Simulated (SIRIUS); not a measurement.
## MgO under changes of volume

One of the cells (10.216 Å³/atom); the others are scaled copies at fixed shape and fractional positions:

```
Mg O
1.0
     2.95748    0.00000    0.00000
    -1.47874    2.56125    0.00000
     0.00000    0.00000    2.69743
Mg O
1 1
Cartesian
  0.0000 0.0000 0.0000
  0.0000 1.7075 1.3487
```

Measurements of this composition are mostly on another form, of space group No. 225.

* Program: SIRIUS 7.10.0
* Functional: PBE
* Potentials or basis: PseudoDojo 0.4.1 PBE standard (scalar relativistic)
* Cutoff: 1152 eV
* Density cutoff: 4606 eV
* k mesh: 10 × 10 × 10
* Occupations: fermi-dirac, width 0.05 eV
* Spin: no spin polarisation

| volume (Å³/atom) | energy over the lowest point (meV/atom) | pressure (GPa) | gap on the mesh (eV) |
| --- | --- | --- | --- |
| 9.415 | 15.11 | 9.5 | 3.52 |
| 9.615 | 5.44 | 5.9 | 3.35 |
| 9.816 | 0.00 | 2.7 | 3.19 |
| 10.216 | 0.16 | -2.8 | 2.89 |
| 10.417 | ? | ? | ? |
| 10.617 | 12.80 | -7.3 | 2.61 |

Q: What does the run at 10.417 Å³/atom give?

A: Energy over the lowest point 5.09 meV/atom; pressure -5.1 GPa; gap on the mesh 2.75 eV.

Worked out: A Birch-Murnaghan fit of order 3 (a polynomial in V^(-2/3)) to the other rows has its minimum at 10.01 Å³/atom with B0 = V·E''(V) = 138 GPa and B' = 4.1 at fixed shape and positions, which overstates the stiffness. It gives 5.09 meV/atom at 10.417 Å³/atom, against the run's 5.09, and -dE/dV = -5.1 GPa, against -5.1. A straight line through the other rows of the gap, of slope -7.56 eV per unit of ln V, gives 2.75 eV, against the run's 2.75.

Energies are extrapolated to zero smearing.

A mesh can miss the band edges.
